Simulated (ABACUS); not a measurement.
# MoP (P-6m2) in ABACUS: further runs

One crystal, MoP, is run at these levels: PBE; tasks: equation of state.

Program: ABACUS 3.10.1. These are calculated values, not measurements. Logs are shortened: lines on timing, memory, paths and dates and some standing lists are left out, and cuts for length are marked.

## (1) The structure

Symmetry: P-6m2, No. 187, hexagonal system. The conventional cell has a = 3.223 Å, b = 3.223 Å, c = 3.191 Å, α = 90.00°, β = 90.00°, γ = 120.00°. Mo (site symmetry -6m2) has 6 P at 2.45 Å as nearest neighbours. Around P (site symmetry -6m2) lie 6 Mo at 2.45 Å.

## (2) Equation of state, PBE, 13.49 Å³/atom (volume scaled by 0.94)

INPUT

```
INPUT_PARAMETERS
suffix              MoP
calculation         scf
basis_type          lcao
pseudo_dir          ./
orbital_dir         ./
symmetry            1
dft_functional      pbe
ecutwfc             100
pseudo_rcut         10
nspin               1
nbands              14
ks_solver           genelpa
smearing_method     fd
smearing_sigma      0.00367493
scf_thr             1e-07
scf_nmax            100
mixing_type         broyden
mixing_beta         0.7
cal_force           1
cal_stress          1
out_mul             1
```

STRU

```
ATOMIC_SPECIES
Mo 95.9500 Mo.upf
P 30.9738 P.upf

NUMERICAL_ORBITAL
Mo_confined-atom_7au_2s1p1d.orb
P_confined-atom_7au_1s1p.orb

LATTICE_CONSTANT
1.8897261246

LATTICE_VECTORS
3.1572060284 0.0000000000 0.0000000000
-1.5786030142 2.7342206256 0.0000000000
0.0000000000 0.0000000000 3.1258592729

ATOMIC_POSITIONS
Direct

Mo
0.0
1
0.0000000000 0.0000000000 0.0000000000 1 1 1

P
0.0
1
0.3333333333 0.6666666667 0.5000000000 1 1 1
```

KPT

```
K_POINTS
0
Gamma
10 10 8 0 0 0
```

Potentials or basis: PseudoDojo NC SR 0.4.1 PBE standard, SZ LCAO (the cutoffs set its grid).

Started as:

```console
> OMP_NUM_THREADS=1 mpirun -np 4 abacus > log
```

running log:

```text
ABACUS v3.10.1

               Atomic-orbital Based Ab-initio Computation at UStc

 ------------------------------------------------------------------------------------

 READING GENERAL INFORMATION
                           global_out_dir = OUT.MoP/
                           global_in_card = INPUT
                               pseudo_dir = ./
[... 8 lines left out ...]

 READING ATOM TYPE 1
                               atom label = Mo
                      L=0, number of zeta = 2
                      L=1, number of zeta = 1
                      L=2, number of zeta = 1
             number of atom for this type = 1

 READING ATOM TYPE 2
                               atom label = P
                      L=0, number of zeta = 1
                      L=1, number of zeta = 1
             number of atom for this type = 1

                        TOTAL ATOM NUMBER = 2
DIRECT COORDINATES
    atom                   x                   y                   z     mag                  vx                  vy                  vz
taud_Mo1            0.0000000000        0.0000000000        0.0000000000  0.0000        0.0000000000        0.0000000000        0.0000000000
taud_P1            0.3333333333        0.6666666667        0.5000000000  0.0000        0.0000000000        0.0000000000        0.0000000000

                          Volume (Bohr^3) = 182.097
                             Volume (A^3) = 26.9839

 Lattice vectors: (Cartesian coordinate: in unit of a_0)
             +3.15721                  +0                  +0
              -1.5786            +2.73422                  +0
                   +0                  +0            +3.12586
 Reciprocal vectors: (Cartesian coordinate: in unit of 2 pi/a_0)
            +0.316736           +0.182867                  -0
                   -0           +0.365735                  -0
                   +0                  -0           +0.319912
 The esolver type has been set to : ksdft_lcao

                PAO radial cut off (Bohr) = 10

 Read in pseudopotential file is Mo.upf
                     pseudopotential type = NC
          exchange-correlation functional = PBE
                 nonlocal core correction = 1
                        valence electrons = 14
                                     lmax = 2
                           number of zeta = 4
                     number of projectors = 6
                           L of projector = 0
[... 5 lines left out ...]
                PAO radial cut off (Bohr) = 10

 Read in pseudopotential file is P.upf
                     pseudopotential type = NC
          exchange-correlation functional = PBE
                 nonlocal core correction = 1
[... 206 lines left out ...]
                                BoxNumber = [ 9, 9, 7 ]

 SETUP EXTENDED REAL SPACE GRID FOR GRID INTEGRATION
                          real space grid = [ 40, 40, 40 ]
                 big cell numbers in grid = [ 8, 8, 8 ]
             meshcell numbers in big cell = [ 5, 5, 5 ]
                        extended fft grid = [ 11, 11, 10 ]
                dimension of extened grid = [ 31, 31, 29 ]
                            UnitCellTotal = 125
              Atom number in sub-FFT-grid = 2
    Local orbitals number in sub-FFT-grid = 14
                                ParaV.nnr = 4195
                                 init_chg = atomic

 LCAO ALGORITHM --------------- ION=   1  ELEC=   1--------------------------------

 Density error is 0.0532929436789
----------------------------------------------------------
     Energy           Rydberg                 eV
----------------------------------------------------------
 E_KohnSham     -154.2584432796      -2098.7937932125
 E_Harris       -155.8632591788      -2120.6284336819
 E_Fermi        1.4981204900         20.3829749551
----------------------------------------------------------
[... 69 lines left out ...]
 Density error is 2.87668450922e-08
----------------------------------------------------------
     Energy           Rydberg                 eV
----------------------------------------------------------
 E_KohnSham     -154.2819724808      -2099.1139244185
 E_KS(sigma->0) -154.2818125088      -2099.1117478871
 E_Harris       -154.2819730195      -2099.1139317473
 E_band         -1.7482800848        -23.7865708529
 E_one_elec     -24.7531180298       -336.7834484713
 E_Hartree      24.7790465764        337.1362244461
 E_xc           -25.2554738173       -343.6183496054
 E_Ewald        -129.0521072660      -1755.8439977250
 E_entropy(-TS) -0.0003199441        -0.0043530628
 E_descf        0.0000000000         0.0000000000
 E_exx          0.0000000000         0.0000000000
 E_Fermi        1.4563916313         19.8152247046
----------------------------------------------------------

 charge density convergence is achieved
 final etot is -2099.1139244 eV
 EFERMI = 19.815224705 eV

 STATE ENERGY(eV) AND OCCUPATIONS    NSPIN == 1
 1/70 kpoint (Cartesian) = 0.0000 0.0000 0.0000 (765 pws)
       1       -41.3045     0.00250000
       2       -15.6983     0.00250000
       3       -15.3204     0.00250000
       4       -15.3204     0.00250000
       5        4.53847     0.00250000
       6        14.9268     0.00250000
       7        15.5539     0.00250000
       8        15.5539     0.00250000
       9        18.3444     0.00250000
      10        20.0077    5.21636e-05
      11        20.0077    5.21636e-05
      12        24.2717    4.89133e-42
      13        24.2717    4.89133e-42
      14        30.3029        0.00000
[... 66 lines left out ...]
       1       -41.2573     0.00750000
       2       -15.7957     0.00750000
       3       -15.6184     0.00750000
       4       -15.4342     0.00750000
       5        7.44964     0.00750000
       6        11.3306     0.00750000
       7        14.8598     0.00750000
       8        15.6507     0.00750000
       9        17.7967     0.00750000
      10        19.4074     0.00749785
      11        21.5007    1.71825e-17
      12        22.1243    6.58509e-23
      13        25.5166    2.25714e-52
      14        35.3622        0.00000

[... levels at 64 further k points ...]

 correction force for each atom along direction 1 is -0.155934
 correction force for each atom along direction 2 is 0.0596970
 correction force for each atom along direction 3 is -0.0303532
------------------------------------------------------------------------------------------
 TOTAL-FORCE (eV/Angstrom)
------------------------------------------------------------------------------------------
                       Mo1         0.0000000000         0.0000000000         0.0000000000
                        P1         0.0000000000         0.0000000000         0.0000000000
------------------------------------------------------------------------------------------

----------------------------------------------------------------
 TOTAL-STRESS (KBAR)
----------------------------------------------------------------
       419.8869722327        -0.0000000000        -0.0000000000
         0.0000000000       419.8869722253         0.0000000000
         0.0000000000         0.0000000000       569.8991490092
----------------------------------------------------------------
 TOTAL-PRESSURE: 469.891031 KBAR

 --------------------------------------------
 !FINAL_ETOT_IS -2099.1139244184669224 eV
 --------------------------------------------
```

stdout:

```text
ABACUS v3.10.1

               Atomic-orbital Based Ab-initio Computation at UStc

%%%%%%%%%%%%%%%%%%%%%%%%%%%%%%%%%%%%%%%%%%%%%%%%%%%%%%%%%%%%%%%%%%%%%%%%%%%%%%%%%%%%%%%%%%%%%%%%%%%%%%%%%
 Warning: the number of valence electrons in pseudopotential > 6 for Mo: [Kr] 4d5 5s1
[... 34 lines left out ...]
 TOTAL-STRESS (KBAR)
----------------------------------------------------------------
       419.8869722327        -0.0000000000        -0.0000000000
         0.0000000000       419.8869722253         0.0000000000
         0.0000000000         0.0000000000       569.8991490092
----------------------------------------------------------------
 TOTAL-PRESSURE: 469.891031 KBAR
```

mulliken.txt:

```text
 0
CALCULATE THE MULLIkEN ANALYSIS FOR EACH ATOM
 Total charge:	19
Decomposed Mulliken populations
0                             Zeta of Mo              Spin 1
s                                      0              2.0032
s                                      1              0.4366
SUM OVER M+Zeta                                       2.4398

pz                                     0              1.9979
px                                     0              1.9982
py                                     0              1.9981
SUM OVER M                                            5.9942
SUM OVER M+Zeta                                       5.9942

dz^2                                   0              0.9749
dxz                                    0              1.0358
dyz                                    0              1.1030
dx^2-y^2                               0              0.9916
dxy                                    0              1.2038
SUM OVER M                                            5.3091
SUM OVER M+Zeta                                       5.3091

SUM OVER M+Zeta+L                                    13.7430

Total Charge on atom:                 Mo             13.7430

1                              Zeta of P              Spin 1
s                                      0              1.6350
SUM OVER M+Zeta                                       1.6350

pz                                     0              1.2126
px                                     0              1.2472
py                                     0              1.1621
SUM OVER M                                            3.6220
SUM OVER M+Zeta                                       3.6220

SUM OVER M+Zeta+L                                     5.2570

Total Charge on atom:                  P              5.2570
```

Wall time 2.2 s (4 MPI ranks of AMD EPYC 7B13 (Zen 3), shared host); peak memory 0.36 GiB.

The run converged, but some of its settings lie outside the range that counts as converged, so its numbers aren't taken as properties of the crystal.

What came out:

* Free energy: -2099.1139 eV
* Pressure: 47.0 GPa
* Band gap on the k mesh: none (metal or under the smearing width)
* Mulliken charges: Mo +0.26; P -0.26 e

Caveat: the atomic orbitals were generated for these runs and aren't a published set; Mulliken charges move with the basis; the basis of atomic orbitals isn't converged, which shifts pressures, moduli and gaps.

## (3) Equation of state, PBE, 13.78 Å³/atom (volume scaled by 0.96)

INPUT is that of step 2.

Changes to STRU since step 2:

```diff
@@ -12,5 +12,5 @@
 LATTICE_VECTORS
-3.1572060284 0.0000000000 0.0000000000
--1.5786030142 2.7342206256 0.0000000000
-0.0000000000 0.0000000000 3.1258592729
+3.1794406062 0.0000000000 0.0000000000
+-1.5897203031 2.7534763348 0.0000000000
+0.0000000000 0.0000000000 3.1478730917
```

KPT is that of step 2.

Potentials or basis: PseudoDojo NC SR 0.4.1 PBE standard, SZ LCAO (the cutoffs set its grid).

Started as:

```console
> OMP_NUM_THREADS=1 mpirun -np 4 abacus > log
```

Wall time 2.2 s (4 MPI ranks of AMD EPYC 7B13 (Zen 3), shared host); peak memory 0.36 GiB.

The run converged, but some of its settings lie outside the range that counts as converged, so its numbers aren't taken as properties of the crystal.

Results:

```
Free energy            : -2099.2675 eV
Pressure               : 38.9 GPa
Band gap on the k mesh : none (metal or under the smearing width)
Mulliken charges       : Mo +0.26; P -0.26 e
```

Caveat: the atomic orbitals were generated for these runs and aren't a published set; Mulliken charges move with the basis; the basis of atomic orbitals isn't converged, which shifts pressures, moduli and gaps.

## (4) Equation of state, PBE, 14.07 Å³/atom (volume scaled by 0.98)

INPUT is that of step 3.

Changes to STRU since step 3:

```diff
@@ -12,5 +12,5 @@
 LATTICE_VECTORS
-3.1794406062 0.0000000000 0.0000000000
--1.5897203031 2.7534763348 0.0000000000
-0.0000000000 0.0000000000 3.1478730917
+3.2013684757 0.0000000000 0.0000000000
+-1.6006842379 2.7724664269 0.0000000000
+0.0000000000 0.0000000000 3.1695832473
```

KPT is that of step 3.

Started as:

```console
> OMP_NUM_THREADS=1 mpirun -np 4 abacus > log
```

It took 2.3 s on 4 MPI ranks of AMD EPYC 7B13 (Zen 3), shared host; peak memory 0.36 GiB.

These settings aren't checked as converged: the numbers below hold their error.

What came out:

```yaml
Free_energy: -2099.3934 eV
Pressure: 31.5 GPa
Band_gap_on_the_k_mesh: none (metal or under the smearing width)
Mulliken_charges: Mo +0.27; P -0.27 e
```

Caveat: the atomic orbitals were generated for these runs and aren't a published set; Mulliken charges move with the basis; the basis of atomic orbitals isn't converged, which shifts pressures, moduli and gaps.

## (5) Equation of state, PBE, 14.35 Å³/atom

INPUT is that of step 4.

Changes to STRU since step 4:

```diff
@@ -12,5 +12,5 @@
 LATTICE_VECTORS
-3.2013684757 0.0000000000 0.0000000000
--1.6006842379 2.7724664269 0.0000000000
-0.0000000000 0.0000000000 3.1695832473
+3.2230000000 0.0000000000 0.0000000000
+-1.6115000000 2.7911998764 0.0000000000
+0.0000000000 0.0000000000 3.1910000000
```

KPT is that of step 4.

Started as:

```console
> OMP_NUM_THREADS=1 mpirun -np 4 abacus > log
```

It took 2.2 s on 4 MPI ranks of AMD EPYC 7B13 (Zen 3), shared host; peak memory 0.36 GiB.

The run converged, but some of its settings lie outside the range that counts as converged, so its numbers aren't taken as properties of the crystal.

Results:

* Free energy: -2099.4944 eV
* Pressure: 24.9 GPa
* Band gap on the k mesh: none (metal or under the smearing width)
* Mulliken charges: Mo +0.27; P -0.27 e

Caveat: the atomic orbitals were generated for these runs and aren't a published set; Mulliken charges move with the basis; the basis of atomic orbitals isn't converged, which shifts pressures, moduli and gaps.

## (6) Equation of state, PBE, 14.64 Å³/atom (volume scaled by 1.02)

INPUT is that of step 5.

Changes to STRU since step 5:

```diff
@@ -12,5 +12,5 @@
 LATTICE_VECTORS
-3.2230000000 0.0000000000 0.0000000000
--1.6115000000 2.7911998764 0.0000000000
-0.0000000000 0.0000000000 3.1910000000
+3.2443449929 0.0000000000 0.0000000000
+-1.6221724965 2.8096851825 0.0000000000
+0.0000000000 0.0000000000 3.2121330662
```

KPT is that of step 5.

Potentials or basis: PseudoDojo NC SR 0.4.1 PBE standard, SZ LCAO (the cutoffs set its grid).

Started as:

```console
> OMP_NUM_THREADS=1 mpirun -np 4 abacus > log
```

Wall time 2.2 s (4 MPI ranks of AMD EPYC 7B13 (Zen 3), shared host); peak memory 0.36 GiB.

The run converged, but some of its settings lie outside the range that counts as converged, so its numbers aren't taken as properties of the crystal.

What came out:

* Free energy: -2099.5729 eV
* Pressure: 18.9 GPa
* Band gap on the k mesh: none (metal or under the smearing width)
* Mulliken charges: Mo +0.28; P -0.28 e

Caveat: the atomic orbitals were generated for these runs and aren't a published set; Mulliken charges move with the basis; the basis of atomic orbitals isn't converged, which shifts pressures, moduli and gaps.

## (7) Equation of state, PBE, 14.93 Å³/atom (volume scaled by 1.04)

INPUT is that of step 6.

Changes to STRU since step 6:

```diff
@@ -12,5 +12,5 @@
 LATTICE_VECTORS
-3.2443449929 0.0000000000 0.0000000000
--1.6221724965 2.8096851825 0.0000000000
-0.0000000000 0.0000000000 3.2121330662
+3.2654127585 0.0000000000 0.0000000000
+-1.6327063793 2.8279304027 0.0000000000
+0.0000000000 0.0000000000 3.2329916576
```

KPT is that of step 6.

Started as:

```console
> OMP_NUM_THREADS=1 mpirun -np 4 abacus > log
```

Wall time 2.1 s (4 MPI ranks of AMD EPYC 7B13 (Zen 3), shared host); peak memory 0.36 GiB.

The run converged, but some of its settings lie outside the range that counts as converged, so its numbers aren't taken as properties of the crystal.

What came out:

* Free energy: -2099.6309 eV
* Pressure: 13.5 GPa
* Band gap on the k mesh: none (metal or under the smearing width)
* Mulliken charges: Mo +0.28; P -0.28 e

Caveat: the atomic orbitals were generated for these runs and aren't a published set; Mulliken charges move with the basis; the basis of atomic orbitals isn't converged, which shifts pressures, moduli and gaps.

## (8) Equation of state, PBE, 15.21 Å³/atom (volume scaled by 1.06)

INPUT is that of step 7.

Changes to STRU since step 7:

```diff
@@ -12,5 +12,5 @@
 LATTICE_VECTORS
-3.2654127585 0.0000000000 0.0000000000
--1.6327063793 2.8279304027 0.0000000000
-0.0000000000 0.0000000000 3.2329916576
+3.2862121267 0.0000000000 0.0000000000
+-1.6431060633 2.8459431839 0.0000000000
+0.0000000000 0.0000000000 3.2535845163
```

KPT is that of step 7.

Started as:

```console
> OMP_NUM_THREADS=1 mpirun -np 4 abacus > log
```

It took 2.1 s on 4 MPI ranks of AMD EPYC 7B13 (Zen 3), shared host; peak memory 0.36 GiB.

The run converged, but some of its settings lie outside the range that counts as converged, so its numbers aren't taken as properties of the crystal.

What came out:

- Free energy: -2099.6704 eV
- Pressure: 8.6 GPa
- Band gap on the k mesh: none (metal or under the smearing width)
- Mulliken charges: Mo +0.29; P -0.29 e

Caveat: the atomic orbitals were generated for these runs and aren't a published set; Mulliken charges move with the basis; the basis of atomic orbitals isn't converged, which shifts pressures, moduli and gaps.

## (9) Equation of state, PBE

Potentials or basis: PseudoDojo NC SR 0.4.1 PBE standard, SZ LCAO (the cutoffs set its grid).

This step only gathers the single runs of the series.

The run converged, but some of its settings lie outside the range that counts as converged, so its numbers aren't taken as properties of the crystal.

Results:

| Item | Value |
| --- | --- |
| Equilibrium volume | 15.80 Å³/atom (rough: see the caveat) |
| Bulk modulus at fixed shape and positions | 210 GPa (rough) |

Caveat: the atomic orbitals were generated for these runs and aren't a published set; the minimum lies outside the volumes run; the cell was scaled at fixed shape and fractional positions, which overstates the stiffness of a crystal with free parameters, most of all of layers and chains; the basis of atomic orbitals isn't converged, which shifts pressures, moduli and gaps.
